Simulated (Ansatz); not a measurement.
# PtSe2 (Sudovikovite) (P-3m1) in Ansatz: settings compared, part 2 of 2

Ansatz 0.2.0.

**4. Projected density of states, LDA+U**

File input.yaml:

```yaml
crystal:
  lattice:
    - [3.724, 0.0, 0.0]
    - [-1.862, 3.2250786037, 0.0]
    - [0.0, 0.0, 5.062]
  atoms:
    - { symbol: Pt, position: [0.0, 0.0, 0.0] }
    - { symbol: Se, position: [0.6666666667, 0.3333333333, 0.75] }
    - { symbol: Se, position: [0.3333333333, 0.6666666667, 0.25] }
hamiltonian:
  xc: lda
  pseudopotentials: { kind: paw }
  hubbard: { sites: [{ species: Pt, l: d, u_eff: 2.0 }] }
kpoints:
  mp_grid: { grid: [8, 8, 5] }
scf:
  occupations: { method: fermi_dirac, width: 0.05 }
  n_extra_bands: 7
output:
  forces: true
  stress: true
  eigenvalues: true
  dos: { projected: true, de: 0.05, nscf_kmesh: { grid: [12, 12, 8] } }
```

Potentials or basis: Ansatz PAW.

The run is started by

```
> ansatz run input.yaml --threads 2 --pin off --max-ram 5632MiB --backend cpu --events-out ev --progress --plain --runs-dir out
```

The log of the run:

```text
Warning: RAYON_NUM_THREADS=2 ignored (pool sized by the plan → 2); use --threads N
Pt: projections on atomic orbitals take those of the free atom [Kr 4d10 4f14] 5s2 5p6 5d9 6s1, of charge +0.00 (hamiltonian.pseudopotentials.projection_atoms); the dataset's partial waves leave at most 9.1e-5 of an orbital's norm unspanned inside its sphere
Se: projections on atomic orbitals take those of the free atom [Ar] 3d10 4s2 4p4, of charge +0.00 (hamiltonian.pseudopotentials.projection_atoms); the dataset's partial waves leave at most 2.3e-6 of an orbital's norm unspanned inside its sphere
scf.n_extra_bands = 7 over 25 filled bands (N_el = 50.0): the run solves 32 bands
[... 71 lines left out ...]
--- Band table (eV; the first three rows and the last of 40) ---
  k-point 0: bands = ["-86.3619", "-40.5356", "-40.5356", "-40.4358", "-35.7791", "-35.7791", "-35.7761", "-35.7761", "-35.7676", "-35.7676", "-35.7626", "-35.7626", "-35.7597", "-35.7593", "-2.7959", "0.0062", "5.4790", "6.2191", "6.2191", "8.2921", "8.2921", "9.9548", "11.8990", "11.8990", "13.3432", "14.3341", "14.3341", "16.4908", "16.9784", "20.2628", "20.2628", "24.7335"]
  k-point 1: bands = ["-86.3619", "-40.5356", "-40.5356", "-40.4358", "-35.7789", "-35.7789", "-35.7762", "-35.7762", "-35.7673", "-35.7673", "-35.7630", "-35.7630", "-35.7598", "-35.7592", "-2.6503", "-0.3409", "5.9639", "6.2370", "6.2370", "8.2783", "8.2783", "9.9600", "11.7289", "11.7289", "12.4692", "14.6307", "14.6307", "16.8058", "17.8484", "20.1321", "20.1321", "23.5642"]
  k-point 2: bands = ["-86.3619", "-40.5356", "-40.5356", "-40.4358", "-35.7787", "-35.7787", "-35.7763", "-35.7763", "-35.7667", "-35.7667", "-35.7638", "-35.7638", "-35.7598", "-35.7591", "-2.3091", "-0.9612", "6.2664", "6.2664", "6.8492", "8.2569", "8.2569", "9.9536", "11.2422", "11.4953", "11.4953", "15.1111", "15.1111", "17.5430", "18.9937", "19.8270", "19.8270", "22.0846"]
  k-point 39: bands = ["-86.3617", "-40.5440", "-40.5415", "-40.4352", "-35.7783", "-35.7780", "-35.7773", "-35.7764", "-35.7666", "-35.7651", "-35.7648", "-35.7644", "-35.7590", "-35.7590", "-0.9013", "-0.7501", "5.8351", "6.3299", "6.9996", "7.9426", "8.2508", "8.6485", "8.9942", "10.0329", "10.3509", "14.3705", "14.8802", "18.7726", "19.7642", "20.6396", "21.0323", "22.4630"]
Occupation matrices written to <dir>
```

Run time: 7.4 s. Hardware: 2 threads of Arm Neoverse V2, shared host; peak memory 0.46 GiB.

What came out:

* Free energy: -23011.8166 eV
* Pressure: -0.4 GPa
* Largest force: 0.248 eV/Å
* Band gap on the k mesh: none (metal or under the smearing width)
* Density of states at the Fermi level: 0.28 states/eV per cell

Forces in eV/Å, atoms in the order of the input:
```
Pt   0.000  0.000  0.000
Se   0.000  0.000 -0.248
Se   0.000  0.000  0.248
```

Stress tensor (GPa, compression positive):
```
 0.03  0.00  0.00
 0.00  0.03  0.00
 0.00  0.00 -1.12
```

Levels at points of the mesh, in eV from the Fermi level:
| k point | band 21 | band 22 | band 23 | band 24 | band 25 | band 26 | band 27 | band 28 | band 29 | band 30 |
| --- | --- | --- | --- | --- | --- | --- | --- | --- | --- | --- |
| (0.00, 0.00, 0.00) | -4.61 | -2.95 | -1.01 | -1.01 | 0.44 | 1.43 | 1.43 | 3.59 | 4.07 | 7.36 |
| (0.00, -0.50, 0.00) | -4.14 | -3.98 | -3.69 | -3.48 | -3.20 | 0.61 | 2.34 | 4.81 | 5.83 | 7.07 |

States per cell in windows of 1 eV (zero at the Fermi level; states under -8 eV left out):
```csv
from (eV),total,Se 4p,Pt 5d,Pt 6s,Se 4s
-8.0,1.11,0.57,0.39,0.10,0.03
-7.0,3.52,1.46,1.89,0.09,0.05
-6.0,2.86,1.05,1.57,0.11,0.10
-5.0,3.23,0.65,2.43,0.05,0.08
-4.0,2.51,1.06,1.21,0.13,0.09
-3.0,2.44,1.65,0.68,0.02,0.04
-2.0,1.81,1.44,0.28,0.01,0.03
-1.0,0.51,0.42,0.06,0.00,0.01
0.0,1.49,0.90,0.46,0.01,0.07
1.0,2.45,1.70,0.61,0.01,0.04
2.0,0.07,0.05,0.02,0.00,0.00
3.0,0.01,0.00,0.00,0.00,0.00
4.0,1.34,0.31,0.02,0.42,0.03
5.0,1.46,0.23,0.02,0.35,0.04
6.0,1.17,0.06,0.01,0.10,0.01
7.0,1.97,0.05,0.01,0.06,0.01
```

Eigenvalues of the final occupation matrices:
```tsv
site	spin	trace	eigenvalues
site 1	1	4.39	0.73 0.73 0.98 0.98 0.98
```

Caveat: U without spin polarisation on a metal has little footing; the PAW data sets come from PBE, with cores solved anew for the run's functional, which leaves a small shift of forces and pressure; the density of states is complete only up to the lowest level of the last band computed. Spin-orbit coupling is left out, which matters for the levels of Pt.

**5. Overview**

```tsv
level	U	hubbard projectors	double counting	gap on the mesh (eV)	pressure (GPa)	largest force (eV/Å)
LDA	-	-	-	none	-0.5	0.20
LDA+U	Pt d U = 1 eV	ortho-atomic (the default)	fll (the default)	none	-0.4	0.22
LDA+U	Pt d U = 2 eV	ortho-atomic (the default)	fll (the default)	none	-0.4	0.25
```

Alike in all rows: task projected density of states; potentials or basis Ansatz PAW; no spin polarisation; cell as given; k mesh 8 × 8 × 5; cutoff (eV) 420; smearing fermi-dirac 0.05 eV.

Every run on the cell as given and a fine mesh finds a metal.

Caveats: the PAW data sets come from PBE, with cores solved anew for the run's functional, which leaves a small shift of forces and pressure; the density of states is complete only up to the lowest level of the last band computed; U without spin polarisation on a metal has little footing (some runs).

Total energies depend on the potentials used, so only differences within one code and one set of settings carry meaning.
